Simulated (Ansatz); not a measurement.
**BaTiO$_{3}$: energy along a strain**

BaTiO$_{3}$, Pm-3m, a = 4.019 Å. The structure is a COD entry; whether it is the stable form wasn't checked. Ansatz: PBE, PAW, 420 eV, Γ-centred 8×8×8 mesh on 5 atoms, Gaussian smearing 0.05 eV; no spin polarisation. Cell vectors (Å): 4.019 0.000 0.000; 0.000 4.019 0.000; 0.000 0.000 4.019. The cell is strained by x per cent times the pattern (1 -1 0 0 0 0) in the order xx yy zz yz xz xy (engineering shears), with fractional coordinates held. y is the free energy over the start, V0 = 12.986 Å³/atom. Symmetry makes y even in x. Points with a strain past 8.5 % were computed too (4) and aren't used here.

| x (%) | y (meV/atom) |
| --- | --- |
| -7.50 | 88.41 |
| 0.00 | 0.00 |
| 1.87 | 5.08 |
| 3.75 | 20.81 |
| 5.62 | ? |

**Question.** Fit y = c2 x² + c4 x⁴ to the other rows, get the stiffness along the pattern, and predict the missing energy.

**Answer.** Least squares on the rows shown. y = 1.4488 x² + 0.0021856 x⁴. The clamped-ion stiffness p·C·p = 2 × 14.49 eV × 160.2 / 12.986 Å³ = 357 GPa. At x = 5.62 the fit asked for gives 47.94 meV/atom. The run gave 47.95 meV/atom, so the fit is 0.01 meV/atom too low, within twice the rms miss on the fitted rows (0.008 meV/atom).

Symmetry holds off the tilts and polar distortions that many cubic perovskites undergo.

Cost: 9 runs of about 2.3 core-minutes in all, on AMD EPYC 7R43 (Zen 3) (shared hosts).